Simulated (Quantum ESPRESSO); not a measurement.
# MnS (Rambergite): which magnetic order is lowest, part 3 of 3

Aim: find out which collinear order of MnS (Rambergite) costs least.

Quantum ESPRESSO 7.5; PBE; plane waves with GBRV 1.5 PBE potentials, no spin-orbit coupling.

So far, absolute magnetization (μB): step 2 (start 1: ferro ++) 9.93; step 3 (antiferromagnetic, Kohn–Sham states 30, start moments [4.5 …) 9.28.

The database entry behind the starting cell differs from later determinations by our own check (about 0.3 % short against later determinations), so it need not match the best structure at ambient conditions.

**5. Run 4, typed as antiferro q=(0,1/2,0) +−−+**

The cell is doubled to 8 atoms to hold this order.

Contents of pw.in:

```
&CONTROL
  calculation = 'scf'
  prefix = 'pwscf'
  outdir = './tmp'
  pseudo_dir = './pseudo'
  disk_io = 'nowf'
  tprnfor = .true.
  tstress = .true.
/
&SYSTEM
  ibrav = 0
  nat = 8
  ntyp = 3
  ecutwfc = 40
  ecutrho = 280
  nbnd = 55
  occupations = 'smearing'
  smearing = 'fd'
  degauss = 0.00367493
  nspin = 2
  starting_magnetization(1) = 0.3
  starting_magnetization(2) = -0.3
  starting_magnetization(3) = 0
/
&ELECTRONS
  conv_thr = 1.6d-08
  electron_maxstep = 150
  mixing_beta = 0.3
/
ATOMIC_SPECIES
Mn1    54.9380 mn_pbe_v1.5.uspp.F.UPF
Mn2    54.9380 mn_pbe_v1.5.uspp.F.UPF
S      32.0600 s_pbe_v1.4.uspp.F.UPF
CELL_PARAMETERS angstrom
   3.9760000000    0.0000000000    0.0000000000
  -3.9760000000    6.8866340108    0.0000000000
   0.0000000000    0.0000000000    6.4320000000
ATOMIC_POSITIONS crystal
Mn1     0.3333333333    0.3333333334    0.0000000000
Mn2     0.3333333333    0.8333333333    0.0000000000
Mn2     0.6666666667    0.1666666666    0.5000000000
Mn1     0.6666666667    0.6666666666    0.5000000000
S       0.3333333333    0.3333333334    0.3850000000
S       0.3333333333    0.8333333333    0.3850000000
S       0.6666666667    0.1666666666    0.8850000000
S       0.6666666667    0.6666666666    0.8850000000
K_POINTS automatic
6 3 6 0 0 0
```

Started as:

```bash
OMP_NUM_THREADS=1 mpirun -n 2 pw.x -nk 2 -in pw.in > pw.out
```

Log:

```text
     [... lines left out ...]
Program PWSCF v.7.5 starts
     [... lines left out ...]
     number of atoms/cell      =            8
     [... lines left out ...]
     number of electrons       =        84.00
     number of Kohn-Sham states=           55
     kinetic-energy cutoff     =      40.0000  Ry
     charge density cutoff     =     280.0000  Ry
     scf convergence threshold =      1.6E-08
     [... lines left out ...]
      4 Sym. Ops. (no inversion) found ( 2 have fractional translation)
     [... lines left out ...]
     number of k points=    32  Fermi-Dirac smearing, width (Ry)=  0.0037
     [... lines left out ...]
     iteration # 12     ecut=    40.00 Ry     beta= 0.30
     [... lines left out ...]
     Magnetic moment per site  (integrated on atomic sphere of radius R)
     atom   1 (R=0.250)  charge= 12.9294  magn=  3.9927
     atom   2 (R=0.250)  charge= 12.9295  magn= -3.9928
     atom   3 (R=0.250)  charge= 12.9295  magn= -3.9928
     atom   4 (R=0.250)  charge= 12.9294  magn=  3.9927
     atom   5 (R=0.250)  charge=  4.1644  magn= -0.0005
     atom   6 (R=0.250)  charge=  4.1643  magn=  0.0005
     atom   7 (R=0.250)  charge=  4.1643  magn=  0.0005
     atom   8 (R=0.250)  charge=  4.1644  magn= -0.0005
     [... lines left out ...]
     the Fermi energy is     7.2365 ev
!    total energy              =    -941.60134196 Ry
     estimated scf accuracy    <       0.00000002 Ry
     smearing contrib. (-TS)   =      -0.00000001 Ry
     [... lines left out ...]
     total magnetization       =     0.00 Bohr mag/cell
     absolute magnetization    =    18.09 Bohr mag/cell
     convergence has been achieved in  12 iterations
     [... lines left out ...]
     Total force =     0.025442     Total SCF correction =     0.000130
     [... lines left out ...]
          total   stress  (Ry/bohr**3)                   (kbar)     P=      -27.92
     [... lines left out ...]
```

It took 7.9 min on 2 MPI ranks of Arm Neoverse N1, shared host; peak memory 0.8 GiB.

Read from the output:

| Quantity | Value |
| --- | --- |
| smearing term TS | 7.77e-8 eV |
| pressure | -2.792 GPa |
| magnetization | 0 μB |
| absolute magnetization | 18.09 μB |
| final state | antiferromagnetic |
| largest moment | 3.993 μB |

**6. Start 5: no spin polarisation**

Contents of pw.in:

```
&CONTROL
  calculation = 'scf'
  prefix = 'pwscf'
  outdir = './tmp'
  pseudo_dir = './pseudo'
  disk_io = 'nowf'
  tprnfor = .true.
  tstress = .true.
/
&SYSTEM
  ibrav = 0
  nat = 4
  ntyp = 2
  ecutwfc = 40
  ecutrho = 280
  nbnd = 30
  occupations = 'smearing'
  smearing = 'fd'
  degauss = 0.00367493
/
&ELECTRONS
  conv_thr = 8d-09
  electron_maxstep = 150
  mixing_beta = 0.3
/
ATOMIC_SPECIES
Mn     54.9380 mn_pbe_v1.5.uspp.F.UPF
S      32.0600 s_pbe_v1.4.uspp.F.UPF
CELL_PARAMETERS angstrom
   3.9760000000    0.0000000000    0.0000000000
  -1.9880000000    3.4433170054    0.0000000000
   0.0000000000    0.0000000000    6.4320000000
ATOMIC_POSITIONS crystal
Mn      0.3333333333    0.6666666667    0.0000000000
Mn      0.6666666667    0.3333333333    0.5000000000
S       0.3333333333    0.6666666667    0.3850000000
S       0.6666666667    0.3333333333    0.8850000000
K_POINTS automatic
6 6 6 0 0 0
```

Log:

```text
     [... lines left out ...]
Program PWSCF v.7.5 starts
     [... lines left out ...]
     number of atoms/cell      =            4
     [... lines left out ...]
     number of electrons       =        42.00
     number of Kohn-Sham states=           30
     kinetic-energy cutoff     =      40.0000  Ry
     charge density cutoff     =     280.0000  Ry
     scf convergence threshold =      8.0E-09
     [... lines left out ...]
     12 Sym. Ops. (no inversion) found ( 6 have fractional translation)
     [... lines left out ...]
     number of k points=    28  Fermi-Dirac smearing, width (Ry)=  0.0037
     [... lines left out ...]
     iteration # 12     ecut=    40.00 Ry     beta= 0.30
     [... lines left out ...]
     the Fermi energy is     6.7675 ev
!    total energy              =    -470.50622643 Ry
     estimated scf accuracy    <          5.1E-09 Ry
     smearing contrib. (-TS)   =      -0.00456771 Ry
     [... lines left out ...]
     convergence has been achieved in  12 iterations
     [... lines left out ...]
     Total force =     0.014559     Total SCF correction =     0.000029
     [... lines left out ...]
          total   stress  (Ry/bohr**3)                   (kbar)     P=     -203.78
     [... lines left out ...]
```

The job ended after 42 s (2 MPI ranks; peak memory 0.31 GiB).

Numbers from this step:

| Item | Value |
| --- | --- |
| smearing term TS | 0.06215 eV |
| pressure | -20.38 GPa |
| final state | non-magnetic (no spin polarisation) |

**7. A faulty input**

One input was spoiled on purpose, to see how the program answers.

Edit pw.in of step 6 so:

```diff
@@ -13,5 +13,6 @@
   ntyp = 2
+  encut = 500
   ecutwfc = 40
   ecutrho = 280
-  nbnd = 30
+  nbnd = 34
   occupations = 'smearing'
@@ -19,2 +20,5 @@
   degauss = 0.00367493
+  nspin = 2
+  starting_magnetization(1) = 0.3
+  starting_magnetization(2) = 0
 /
@@ -22,3 +26,3 @@
   conv_thr = 8d-09
-  electron_maxstep = 150
+  electron_maxstep = 60
   mixing_beta = 0.3
```

Log:

```text
     [... lines left out ...]
Program PWSCF v.7.5 starts
     Error in routine  read_namelists (1):
      bad line in namelist &system: "  encut = 500" (error could be in the previous line)
 %%%%%%%%%%%%%%%%%%%%%%%%%%%%%%%%%%%%%%%%%%%%%%%%%%%%%%%%%%%%%%%%%%%%%%%%%%%%%%
     stopping ...
```

It took 0.78 s on 2 MPI ranks; peak memory 0.06 GiB.

The input was rejected at the start.

The program's message: “read_namelists (1): bad line in namelist &system: " encut = 500" (error could be in the previous line)”

The fault put into the input: a keyword of another program.

**8. The states side by side**

An order is kept where moments of 0.15 μB or more survive with the typed signs; meshes match where a doubled cell samples the same k points as the first cell.

Orders:

```csv
start,final state,typed order kept,energy over the lowest (meV a seeded atom),largest site moment (μB),net moment (μB a cell of the first run),mesh matched,CPU time (s)
ferro ++,ferromagnetic,yes,265.9,4.179,9.932,yes,165.3
antiferro +-,antiferromagnetic,yes,93.87,4.057,0,yes,214.3
"antiferro q=(0,1/2,1/2) +-+-",antiferromagnetic,yes,23.91,4.011,0,yes,1101
"antiferro q=(0,1/2,0) +--+",antiferromagnetic,yes,0,3.993,0,yes,942.8
no spin polarisation,non-magnetic,-,2003,0,0,yes,84.26
```

**9. Summary of results**

```yaml
lowest_state_found: antiferromagnetic (from antiferro q=(0,1/2,0) +--+)
largest_site_moment: 3.99 μB
next_state_with_moments: antiferromagnetic, 23.9 meV a seeded atom higher
state_without_moments: 2003 meV a seeded atom higher
```

Forming the moments gains more than four times the spread of the orders, as local moments do. Only these 5 starts were compared; other wavevectors, canted and longer-period orders were not. No Hubbard term acts here. In such compounds local and semilocal functionals without one often delocalise the d electrons, and can shrink or lose moments and miss the size, sign and order of the couplings.

[Logs and program files are shortened in this print: banners, set-up blocks, solver, clock and traceback lines can be left out without a mark of their own.]

[Logs are printed without paths, hosts, clocks, repeated set-up lines and the standing remarks that a program may print on its own settings, such as how far it seeks lower states.]

[Hosts, paths, dates, database ids (printed as entryN), source tags and the programs' standing remarks are cut or masked in the printed files.]

[Where a cell is said to come from a database of computed structures, the database is the Materials Project.]
